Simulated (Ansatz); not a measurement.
## How far is this ZnS from the hull?

All numbers below come from DFT PBE, scalar-relativistic, plane waves, PAW (Ansatz). Settings: cutoff 420 eV, Γ-centred meshes spaced at most about 0.3 Å⁻¹ (2π included), Gaussian smearing. No spin polarisation.

The zero of energy is the elements' standard structures at the same level; no fitted shifts are applied.

Temperature and zero-point effects are left out. The reference form of S is held partly by dispersion forces, which this level lacks.

The competitors are the elements and 1 reference phase of this chemical system (from databases or known types: ZnS), relaxed at the same level; other known phases may be missing.

The candidate was reached from: 4-connected net, two elements alternating.

```
CELL_PARAMETERS angstrom
6.70024 0.00000 0.00000
0.00000 6.70024 0.00000
0.00000 0.00000 6.70024
ATOMIC_POSITIONS crystal
Zn 0.50000 0.00000 0.75000
Zn 0.75000 0.50000 0.00000
Zn 0.00000 0.75000 0.50000
Zn 0.50000 0.00000 0.25000
Zn 0.25000 0.50000 0.00000
Zn 0.00000 0.25000 0.50000
S 0.00000 0.50000 0.75000
S 0.75000 0.00000 0.50000
S 0.50000 0.75000 0.00000
S 0.00000 0.50000 0.25000
S 0.25000 0.00000 0.50000
S 0.50000 0.25000 0.00000
```

Question: Where does it stand against these competitors?

Answer: Not the lowest form: another structure of the same formula lies lower. Its formation energy is -0.717 eV/atom. The lowest competing phase at this composition is this:

```tsv
phase	space group	source	share of atoms	ΔE_f (eV/atom)
ZnS	F-43m (No. 216)	COD	1.0000	-0.822
```

The candidate lies 105 meV/atom above this phase. The candidate matches no cell in the subsets of the Crystallography Open Database and the Materials Project at hand. It is metastable at best. Whether it is a true minimum wasn't tested by phonons.
